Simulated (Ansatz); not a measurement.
# The 1T-CrSTe bilayer (AA) between two gates, part 3 of 3

How do the bands of the 1T-CrSTe bilayer (AA) follow a displacement field between two gates?

Ansatz 0.2.0; plane-wave DFT, PBE-D3(BJ), Ansatz PAW.

So far. Step 5 (Gated layer, displacement field -1.81 V/nm): Of the bands kept, 9 cross the Fermi level on this path, both spins counted.

## Step 6: Gated layer, displacement field 3.62 V/nm

The input, input.yaml:

```yaml
crystal:
  lattice:
    - [3.4515121653, 0.0, 0.0]
    - [-1.7257560827, 2.9890972167, 0.0]
    - [0.0, 0.0, 48.3683594961]
  atoms:
    - { symbol: Te, position: [0.6666666667, 0.3333333333, 0.4062573179], spin: -0.11 }
    - { symbol: Cr, position: [0.0, 0.0, 0.4457656193], spin: 2.32 }
    - { symbol: S, position: [0.3333333333, 0.6666666667, 0.4694250806], spin: -0.08 }
    - { symbol: Te, position: [0.6666666667, 0.3333333333, 0.530719073], spin: -0.14 }
    - { symbol: Cr, position: [0.0, 0.0, 0.5700562547], spin: 2.29 }
    - { symbol: S, position: [0.3333333333, 0.6666666667, 0.5937426821], spin: -0.08 }
  periodic: [true, true, false]
  symmetry: { detect: true }
magnetization:
  spin_polarized: true
kpoints:
  mp_grid: { grid: [24, 24, 1] }
  band_path:
    path: [[0, 0, 0], [0.5, 0, 0], [0.33333333, 0.33333333, 0], [0, 0, 0]]
    npoints: 16
hamiltonian:
  xc: pbe
  dispersion: d3bj
scf:
  occupations: { method: fermi_dirac, width: 0.02585 }
  convergence: { dr2_threshold: 1.0e-10 }
output:
  forces: true
  eigenvalues: true
  write_potential: true
  write_density: true
  volumetric_format: npy
external_charges:
  - { charge: 0, barrier: 10, axis: 3, height: 31.718, sigma: 0.25 }
  - { charge: -0.020634, axis: 3, height: 33.218, sigma: 0.42 }
  - { charge: 0, barrier: 10, axis: 3, height: 16.65, sigma: 0.25 }
  - { charge: 0.020634, axis: 3, height: 15.15, sigma: 0.42 }
```

Launch:

```sh
ansatz run input.yaml --threads 4 --pin off --max-ram 12288MiB --backend cpu --events-out ev --progress --plain --runs-dir out
```

Numbers of over 12 decimals in the logs are rounded to 6 here.

What it wrote:

```text
[...]
Crystal: 6 atoms, lattice volume = 499.012 Å³
Basis set: ecut = 420 eV, 9677 PW (Γ), exchange–correlation on 48×48×648 points (8 copies of the dense FFT grid, shifted against one another)
Bands: 47, of which v1, the nominal top of the filled ones, is band 36 counted from 1 (35 counted from 0)
Symmetry: 6 space group operations
[...]
k-point 0 ↑: bands = [... 32 lower, -6.4185, -6.4185, -5.0889, -4.6788, -3.8349, -3.8349, -3.6487, -3.6487, ... 7 higher]
  k-point 1 ↑: bands = [... 32 lower, -6.4326, -6.4294, -5.1303, -4.7329, -3.8724, -3.8502, -3.7182, -3.6621, ... 7 higher]
  k-point 2 ↑: bands = [... 32 lower, -6.4804, -6.4593, -5.2628, -4.8971, -3.9797, -3.8991, -3.8875, -3.7058, ... 7 higher]
  k-point 60 ↓: bands = [... 32 lower, -7.0976, -7.0836, -3.6973, -3.5332, -3.5276, -3.5100, -3.4463, -3.4337, ... 7 higher]
[key lines of the parts left out:]
SCF converged after 20 iterations
Magnetization: 4.7796 μB (38.3898 up, 33.6102 down)
Free energy (F): -22524.313122 eV
Fermi energy:    -5.087592 eV
```

Run time: 3.1 min. Hardware: 4 threads of Arm Neoverse V2, shared host; peak memory 3.1 GiB.

There is no gap.

## Step 7: Gated layer, displacement field -3.62 V/nm

input.yaml, as its differences from that of step 6:

```diff
@@ -30,2 +30,3 @@
   eigenvalues: true
+  dos: { projected: true, e_range: [-3, 3], de: 0.01 }
   write_potential: true
@@ -33,6 +34,7 @@
   volumetric_format: npy
+  elf: true
 external_charges:
   - { charge: 0, barrier: 10, axis: 3, height: 31.718, sigma: 0.25 }
-  - { charge: -0.020634, axis: 3, height: 33.218, sigma: 0.42 }
+  - { charge: 0.020634, axis: 3, height: 33.218, sigma: 0.42 }
   - { charge: 0, barrier: 10, axis: 3, height: 16.65, sigma: 0.25 }
-  - { charge: 0.020634, axis: 3, height: 15.15, sigma: 0.42 }
+  - { charge: -0.020634, axis: 3, height: 15.15, sigma: 0.42 }
```

What it wrote:

```text
[...]
Crystal: 6 atoms, lattice volume = 499.012 Å³
Basis set: ecut = 420 eV, 9677 PW (Γ), exchange–correlation on 48×48×648 points (8 copies of the dense FFT grid, shifted against one another)
Bands: 47, of which v1, the nominal top of the filled ones, is band 36 counted from 1 (35 counted from 0)
Symmetry: 6 space group operations
[...]
k-point 0 ↑: bands = [... 32 lower, -6.3188, -6.3188, -5.0301, -4.5794, -3.7037, -3.7037, -3.5588, -3.5588, ... 7 higher]
  k-point 1 ↑: bands = [... 32 lower, -6.3329, -6.3297, -5.0663, -4.6348, -3.7441, -3.7194, -3.6276, -3.5713, ... 7 higher]
  k-point 2 ↑: bands = [... 32 lower, -6.3805, -6.3595, -5.1843, -4.8019, -3.8753, -3.7780, -3.7690, -3.6126, ... 7 higher]
  k-point 60 ↓: bands = [... 32 lower, -7.0123, -6.9660, -3.5581, -3.4051, -3.4042, -3.3840, -3.3256, -3.3161, ... 7 higher]
[key lines of the parts left out:]
SCF converged after 22 iterations
Magnetization: 4.7936 μB (38.3968 up, 33.6032 down)
Free energy (F): -22524.353164 eV
Fermi energy:    -4.975842 eV
```

The job ended after 3.3 min (4 threads; peak memory 3.1 GiB; 13 min of CPU time).

There is no gap.

## Step 8: Gated layer, displacement field 5.43 V/nm

input.yaml, as its differences from that of step 7:

```diff
@@ -37,4 +37,4 @@
   - { charge: 0, barrier: 10, axis: 3, height: 31.718, sigma: 0.25 }
-  - { charge: 0.020634, axis: 3, height: 33.218, sigma: 0.42 }
+  - { charge: -0.030951, axis: 3, height: 33.218, sigma: 0.42 }
   - { charge: 0, barrier: 10, axis: 3, height: 16.65, sigma: 0.25 }
-  - { charge: -0.020634, axis: 3, height: 15.15, sigma: 0.42 }
+  - { charge: 0.030951, axis: 3, height: 15.15, sigma: 0.42 }
```

What it wrote:

```text
[...]
Crystal: 6 atoms, lattice volume = 499.012 Å³
Basis set: ecut = 420 eV, 9677 PW (Γ), exchange–correlation on 48×48×648 points (8 copies of the dense FFT grid, shifted against one another)
Bands: 47, of which v1, the nominal top of the filled ones, is band 36 counted from 1 (35 counted from 0)
Symmetry: 6 space group operations
[...]
k-point 0 ↑: bands = [... 32 lower, -6.4500, -6.4500, -5.1123, -4.7082, -3.8742, -3.8742, -3.6773, -3.6773, ... 7 higher]
  k-point 1 ↑: bands = [... 32 lower, -6.4641, -6.4609, -5.1550, -4.7619, -3.9113, -3.8895, -3.7467, -3.6909, ... 7 higher]
  k-point 2 ↑: bands = [... 32 lower, -6.5120, -6.4908, -5.2911, -4.9255, -4.0153, -3.9382, -3.9181, -3.7351, ... 7 higher]
  k-point 60 ↓: bands = [... 32 lower, -7.1348, -7.1074, -3.7385, -3.5735, -3.5643, -3.5461, -3.4827, -3.4698, ... 7 higher]
[key lines of the parts left out:]
SCF converged after 20 iterations
Magnetization: 4.7759 μB (38.3879 up, 33.6121 down)
Free energy (F): -22524.273646 eV
Fermi energy:    -5.121530 eV
```

It took 3.1 min on 4 threads; peak memory 3.1 GiB.

Running mean over a fixed 2.5 Å (it still follows the layers) of the planar mean; beyond a gate it holds the 10 eV model barrier. Electron's electrostatic potential energy less the Fermi level against z:

```csv
z (Å),electron's electrostatic potential energy less the Fermi level (eV)
4,12.8
5,12.8
6,12.8
7,12.8
8,12.8
9,12.8
10,12.8
11,12.8
12,12.8
13,12.8
14,12.8
15,12.9
16,10.8
17,7.23
18,2.20
19,-0.306
20,-3.09
21,-5.79
22,-7.08
23,-3.49
24,-0.364
25,-0.210
26,-3.03
27,-5.68
28,-6.92
29,-3.02
30,2.70
31,8.23
32,12.9
33,16.8
34,17.4
35,17.4
36,17.4
37,17.4
38,17.4
39,17.4
40,17.4
41,17.4
42,17.4
43,17.4
44,17.4
```

There is no gap.

## Step 9: The series together

This step: plane-wave DFT, PBE-D3(BJ), Ansatz PAW; response to a displacement field between two gates (Ansatz 0.2.0).

The potential behind each gate is read from every run and counted from the uncharged case.

Numbers from this step:

```
electrostatic distance between the gates : 6.790 Å
geometric distance between the gates     : 18.07 Å
```

Electron's potential behind the upper gate less behind the lower, less the value without field. The step of the electron's potential energy between the gates by displacement field D/eps0:

```csv
displacement field D/eps0 (V/nm),step of the electron's potential energy between the gates (eV)
-3.62,-2.46
-1.81,-1.23
0.00,0
1.81,1.23
3.62,2.46
5.43,3.68
```

Table of total moment by displacement field D/eps0:

```csv
displacement field D/eps0 (V/nm),total moment (μB)
-3.62,4.79
-1.81,4.79
0.00,4.79
1.81,4.78
3.62,4.78
5.43,4.78
```

By hand: 5.43 V/nm over the 18.07 Å between the sheets would give 9.81 V in vacuum; the run has 3.68 V, as over 6.78 Å.

## Step 10: The same run with other settings

This step: plane-wave DFT, PBE-D3(BJ), Ansatz PAW (Ansatz 0.2.0).

An input spoilt on purpose, to show how the run answers: it repeats the earlier run at 1.81 V/nm with scf.mixing to algorithm: anderson, beta: 1.0, ndim: 1, preconditioner: none, and scf.max_iter set to 60.

input.yaml, the sections that differ from step 8:

```yaml
scf:
  occupations: { method: fermi_dirac, width: 0.02585 }
  convergence: { dr2_threshold: 1.0e-10 }
  mixing: { algorithm: anderson, beta: 1.0, ndim: 1, preconditioner: none }
  max_iter: 60
output:
  forces: true
  eigenvalues: true
  write_potential: true
  write_density: true
  volumetric_format: npy
external_charges:
  - { charge: 0, barrier: 10, axis: 3, height: 31.718, sigma: 0.25 }
  - { charge: -0.010317, axis: 3, height: 33.218, sigma: 0.42 }
  - { charge: 0, barrier: 10, axis: 3, height: 16.65, sigma: 0.25 }
  - { charge: 0.010317, axis: 3, height: 15.15, sigma: 0.42 }
# crystal, magnetization, kpoints, hamiltonian: as in step 8
```

What it wrote:

```text
Engine: ansatz 0.2.0, aarch64-unknown-linux-gnu
Pseudopotentials: kind: paw
Pseudopotential: Te, paw, valence charge 16, recommended cutoff 420 eV (normal), Te.paw.azcp
Pseudopotential: Cr, paw, valence charge 14, recommended cutoff 420 eV (normal), Cr.paw.azcp
Pseudopotential: S, paw, valence charge 6, recommended cutoff 420 eV (normal), S.paw.azcp
Functional definition: PBE
  parameter kappa = 0.804
  parameter beta = 0.066725
  exchange = pbe_x(kappa = kappa, mu = beta*pi^2/3)
  correlation = pbe_c(beta = beta)
Crystal: 6 atoms, lattice volume = 499.012 Å³
Basis set: ecut = 420 eV, 9677 PW (Γ), exchange–correlation on 48×48×648 points (8 copies of the dense FFT grid, shifted against one another)
Bands: 47, of which v1, the nominal top of the filled ones, is band 36 counted from 1 (35 counted from 0)
Symmetry: 6 space group operations
Space group: P3m1 (ITA 156), of the structure as read, at distance tolerance 7.9e-5 Å
Magnetic group: BNS 156.49 (UNI 1279), of the structure as read, at distance tolerance 7.9e-5 Å
k-points: 61 of 576 (time reversal used)
Non-local potential: Te, projectors of the file, l = 0: 2, l = 1: 2, l = 2: 2, l = 3: 2
Non-local potential: Cr, projectors of the file, l = 0: 3, l = 1: 2, l = 2: 3, l = 3: 1
Non-local potential: S, projectors of the file, l = 0: 2, l = 1: 2, l = 2: 2
PAW form: soft (Blöchl's): semilocal exchange-correlation on the pseudo side does not see the compensation charge
PAW one-centre angular grid: Te, 590 points (default); XC on 64 Gauss nodes
PAW one-centre angular grid: Cr, 590 points (default); XC on 64 Gauss nodes
PAW one-centre angular grid: S, 110 points (default); XC on 64 Gauss nodes
Initial density: superposition of atomic densities (neutral atoms: chi_scale 0, normalization atom, screened)
Starting moments: Σ|m| = 5.02 μB on 6 of 6 sites
Initial wavefunctions: pseudopotential atomic-orbital guess
Functional: x = pbe(κ = 0.804, μ = 0.219515), c = pbe(β = 0.066725)
SCF iter   1: F=—  HF=-22524.539892 eV  |F-HF|=—  |Δ(HF+E_count)|=         —  Δρ=1.79e-2 (↑1.78e-2 ↓1.79e-2)  dr2=6.59e0  dr2_m=1.17e-1  M=4.174 μB ∫|m|=4.743 μB  β_m=1.00  ethr=3.10e-3  ⟨swp⟩=20.9  Hψ=48869  notcnv=0  defer=1
Mixer restart at iter 1: flushing history
SCF iter   2: F=—  HF=-22533.954642 eV  |F-HF|=—  |Δ(HF+E_count)|=    9.41e0  Δρ=6.05e-2 (↑6.05e-2 ↓1.67e-2)  dr2=2.63e2  dr2_m=4.10e0  M=5.488 μB ∫|m|=7.188 μB  β_m=1.00  ethr=3.10e-3  ⟨swp⟩=7.9  Hψ=20252  notcnv=0  defer=374
SCF iter   3: F=—  HF=-29793.479691 eV  |F-HF|=—  |Δ(HF+E_count)|=    7.26e3  Δρ=4.26e-1 (↑4.26e-1 ↓3.56e-1)  dr2=1.83e5  dr2_m=1.67e1  M=1.084 μB ∫|m|=2.090 μB  β_m=1.00  ethr=3.10e-3  ⟨swp⟩=45.9  Hψ=257595  notcnv=635  defer=1277
SCF iter   4: F=—  HF=-349127.349796 eV  |F-HF|=—  |Δ(HF+E_count)|=    3.19e5  Δρ=6.50e-1 (↑6.50e-1 ↓6.40e-1)  dr2=4.30e5  dr2_m=2.96e0  M=-0.183 μB ∫|m|=3.859 μB  β_m=1.00  ethr=3.10e-3  ⟨swp⟩=46.0  Hψ=377919  notcnv=4447  defer=1287
SCF iter   5: F=—  HF=-259309.641744 eV  |F-HF|=—  |Δ(HF+E_count)|=    8.98e4  Δρ=8.76e-1 (↑8.75e-1 ↓8.76e-1)  dr2=3.23e5  dr2_m=1.81e0  M=-0.654 μB ∫|m|=1.894 μB  β_m=1.00  ethr=3.10e-3  ⟨swp⟩=46.0  Hψ=360577  notcnv=4381  defer=1353
SCF iter   6: F=—  HF=-232665.795364 eV  |F-HF|=—  |Δ(HF+E_count)|=    2.66e4  Δρ=9.46e-1 (↑9.41e-1 ↓9.46e-1)  dr2=3.10e5  dr2_m=6.45e-1  M=-0.679 μB ∫|m|=2.007 μB  β_m=1.00  ethr=3.10e-3  ⟨swp⟩=46.0  Hψ=346971  notcnv=4393  defer=1341
WARN: SCF iteration 6: the Harris–Foulkes energy stands at -2.3267e5 eV, against -22524.5399 eV at iteration 1 (that of least residual so far), and has stood under the runaway watch's bar for 3 iterations running; the SCF is not ended for it (`scf.max_iter` in the input reference has the rule and what to try)
SCF iter   7: F=—  HF=-240327.360779 eV  |F-HF|=—  |Δ(HF+E_count)|=    7.66e3  Δρ=9.79e-1 (↑9.73e-1 ↓9.79e-1)  dr2=2.99e5  dr2_m=6.98e-1  M=0.063 μB ∫|m|=1.576 μB  β_m=1.00  ethr=3.10e-3  ⟨swp⟩=46.0  Hψ=363241  notcnv=4393  defer=1341
SCF iter   8: F=—  HF=-221330.862402 eV  |F-HF|=—  |Δ(HF+E_count)|=    1.90e4  Δρ=9.75e-1 (↑9.73e-1 ↓9.75e-1)  dr2=3.00e5  dr2_m=6.06e-1  M=-0.260 μB ∫|m|=1.702 μB  β_m=1.00  ethr=3.10e-3  ⟨swp⟩=46.0  Hψ=336100  notcnv=4408  defer=1326
```

Wall time 10 min (4 threads); peak memory 2.2 GiB.

Residual by cycle:

cycle, log10 residual and a bar from the least value:
```
        1        0.8 
        2        2.4 ##########
        3        5.3 ############################
        4        5.6 ##############################
        5        5.5 #############################
        6        5.5 #############################
        7        5.5 #############################
        8        5.5 #############################
```

The run was cut off at its time limit.

After 8 cycles the residual stands at 3.0e5.

The fault put into the input: mixing far too strong.

## Step 11: A changed input

Another changed input: it repeats the earlier run at 1.81 V/nm with kpoints.mp_grid.grid from [24, 24, 1] to [19, 19, 1], scf.eigensolver.kind to davidson, basis.precision to f64 and scf.algorithm to direct_min.

input.yaml, as its differences from that of step 10:

```diff
@@ -17,3 +17,3 @@
 kpoints:
-  mp_grid: { grid: [24, 24, 1] }
+  mp_grid: { grid: [19, 19, 1] }
   band_path:
@@ -27,4 +27,4 @@
   convergence: { dr2_threshold: 1.0e-10 }
-  mixing: { algorithm: anderson, beta: 1.0, ndim: 1, preconditioner: none }
-  max_iter: 60
+  eigensolver: { kind: davidson }
+  algorithm: direct_min
 output:
@@ -40 +40,3 @@
   - { charge: 0.010317, axis: 3, height: 15.15, sigma: 0.42 }
+basis:
+  precision: f64
```

What it wrote:

```text
[...]
Crystal: 6 atoms, lattice volume = 499.012 Å³
Basis set: ecut = 420 eV, 9677 PW (Γ), exchange–correlation on 48×48×648 points (8 copies of the dense FFT grid, shifted against one another)
Bands: 47, of which v1, the nominal top of the filled ones, is band 36 counted from 1 (35 counted from 0)
Symmetry: 6 space group operations
[...]
k-points: 40 of 361 (time reversal used)
[...]
Starting moments: Σ|m| = 5.02 μB on 6 of 6 sites
[...]
SCF iter  22: F=-22524.343810 eV  HF=-22524.343810 eV  |F-HF|=1.49e-10  |Δ(HF+E_count)|=  2.04e-10  Δρ=1.38e-8 (↑1.38e-8 ↓1.08e-8)  dr2=6.35e-12  dr2_m=1.96e-13  M=4.789 μB ∫|m|=6.012 μB  ethr=1.55e-12 (applied; sched 1.00e-12)  ⟨swp⟩=2.1  Hψ=6663  notcnv=0
[...]
SCF 1 converged in 22 iterations: F = -22524.343810 eV  dr2 = 6.35e-12
  Residual-converged pass: ⟨swp⟩=7.3  Hψ=15231  notcnv=0  max |occ|·‖R‖ = 9.9e-9 eV (tolerance 1.0e-8 eV)  dr2=9.93e-12  dr2_m=2.99e-13  dr2_onsite=5.50e-13  max |Δocc| = 2.7e-9
[...]
SCF converged after 22 iterations
Magnetization: 4.7891 μB (38.3946 up, 33.6054 down)
Absolute magnetization: 6.0147 μB (∫|ρ↑−ρ↓|, with the PAW one-centre terms)
[...]
Per-site moments (μB) at R_I (Å): [(-0.106386, 1.138882), (2.331180, 0.947903), (-0.081315, 0.947903), (-0.132678, 1.136522), (2.292128, 0.948171), (-0.084455, 0.948171)]
Free energy (F): -22524.343810 eV
[...]
Internal energy: -22524.338013 eV  (E = F + TS)
E sigma→0 (E₀):  -22524.340911 eV
Entropy (-TS):   -0.005798 eV (-0.966 meV/atom)
Fermi energy:    -5.060434 eV
[...]
--- Forces (eV/Å), atoms and charges each counted from 1 ---
  atom   1  Te     0.00000000     0.00000000     0.04638754
  atom   2  Cr    -0.00000000    -0.00000000     0.00736386
  atom   3  S     -0.00000000    -0.00000000     0.01143400
  atom   4  Te    -0.00000000    -0.00000000    -0.02366631
  atom   5  Cr    -0.00000000    -0.00000000     0.03322244
  atom   6  S     -0.00000000    -0.00000000    -0.02836376
  external charge   1     0.00000000     0.00000000     0.01749214
  external charge   2     0.00000000     0.00000000    -0.00093377
  external charge   3     0.00000000     0.00000000    -0.06386843
  external charge   4     0.00000000     0.00000000     0.00093189
  max |Σ_I F_I| component, the external charges' with the atoms': 3.95e-7 eV/Å
--- Band table (eV; the first three rows and the last of 80) ---
  k-point 0 ↑: bands = [... 32 lower, -6.3939, -6.3939, -5.0717, -4.6512, -3.7965, -3.7965, -3.6262, -3.6262, ... 7 higher]
  k-point 1 ↑: bands = [... 32 lower, -6.4168, -6.4110, -5.1363, -4.7386, -3.8570, -3.8214, -3.7329, -3.6474, ... 7 higher]
  k-point 2 ↑: bands = [... 32 lower, -6.5002, -6.4557, -5.3438, -4.9977, -4.0455, -3.9593, -3.9028, -3.7198, ... 7 higher]
  k-point 39 ↓: bands = [... 32 lower, -7.0706, -7.0442, -3.6919, -3.5649, -3.5501, -3.4107, -3.3732, -3.3210, ... 7 higher]
```

Wall time 5.5 min (4 threads); peak memory 3.5 GiB.

```csv
quantity,this run,earlier run,difference
total moment (μB),4.789,4.783,0.0059
"potential beyond the upper barrier and gate, less the barrier, from the Fermi level (eV)",6.156,6.156,-1.0e-4
```

Nothing in the table moves by 0.01 in its unit. The run took 22 SCF cycles against 20.

The change did no harm here.

## Step 12: What came out

| Item | Value |
| --- | --- |
| gap with uncharged gates | none |
| electrostatic distance between the gates | 6.79 Å |
| geometric distance between the gates | 18.1 Å |
| gap at 5.43 V/nm | none |

The stack has no gap, with or without a field of 5.4 V/nm. The layers screen the field: the voltage is that of a vacuum gap 11.3 Å narrower than the real distance. The gates are charged sheets behind model barriers, not atoms. Gaps are the smaller of those on the path and on the mesh; band edges between these points would make them smaller still. The magnetic order is the one reached from the typed start; other orders were not compared. Spin-orbit coupling is left out, which matters for the bands of elements this heavy.

[Logs are printed without paths, hosts, clocks, repeated set-up lines and the standing remarks that a program may print on its own settings, such as how far it seeks lower states.]

[Hosts, paths, dates, database ids (printed as entryN), source tags and the programs' standing remarks are cut or masked in the printed files.]

[Maps of the electrostatic potential energy from Ansatz leave out the sawtooth potential of an applied field or a dipole correction, so their vacuum need not be flat; planar profiles and work functions include it.]
